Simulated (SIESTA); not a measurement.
A run of SIESTA 5.4.2 is set up as follows.

Contents of CoO.fdf:

```
SystemName                      CoO
SystemLabel                     CoO
NumberOfSpecies                 2
NumberOfAtoms                   2
%block ChemicalSpeciesLabel
  1  27 Co
  2   8 O
%endblock ChemicalSpeciesLabel

UseStructFile                   true

%block kgrid.MonkhorstPack
   11   0   0  0.0
    0  11   0  0.0
    0   0  11  0.0
%endblock kgrid.MonkhorstPack
XC.Functional                   GGA
XC.Authors                      PBE
PAO.BasisSize                   DZP
PAO.EnergyShift                 0.003 Ry
Mesh.Cutoff                     800 Ry
Spin                            polarized
%block DM.InitSpin
    1   2.000
    2   0.000
%endblock DM.InitSpin
OccupationFunction              FD
ElectronicTemperature           0.05 eV
MaxSCFIterations                200
SCF.MustConverge                false
SCF.Mixer.Method                Pulay
SCF.Mixer.Weight                0.1
SCF.Mixer.History               10
SCF.DM.Tolerance                5.0e-05
SCF.H.Tolerance                 1.0e-03 eV
WriteForces                     true
Charge.Mulliken                 end
Charge.Hirshfeld                end
Charge.Voronoi                  end
SaveRho                         true
SaveElectrostaticPotential      true
%block PAO.Basis
  Co 5
  n=3 0 2
    2.527 0.000
  n=4 0 2
    7.356 0.000
  n=3 1 2
    2.822 0.000
  n=4 1 1
    7.356
  n=3 2 2
    4.649 0.000
%endblock PAO.Basis
```

The input CoO.STRUCT_IN:

```
   0.0000000000     2.1315000000     2.1315000000
   2.1315000000     0.0000000000     2.1315000000
   2.1315000000     2.1315000000     0.0000000000
2
1  27    0.0000000000     0.0000000000     0.0000000000
2   8    0.5000000000     0.5000000000     0.5000000000
```

Potentials or basis: PseudoDojo 0.4 standard (PBE files), DZP (energy shift 0.003 Ry; two zetas on semicore shells).

Command:

```console
$ siesta < CoO.fdf > CoO.out 2>&1
```

Question: Predict the Voronoi charges.

Answer: Co +0.35; O -0.35 e.

Question: Estimate the net moment.

Answer: 2.98 μB per cell.

Question: Estimate the site moments.

Answer: Co +2.62; O +0.36 μB.

Caveat: a cell with one magnetic atom can't hold antiferromagnetic order, which such compounds often take.
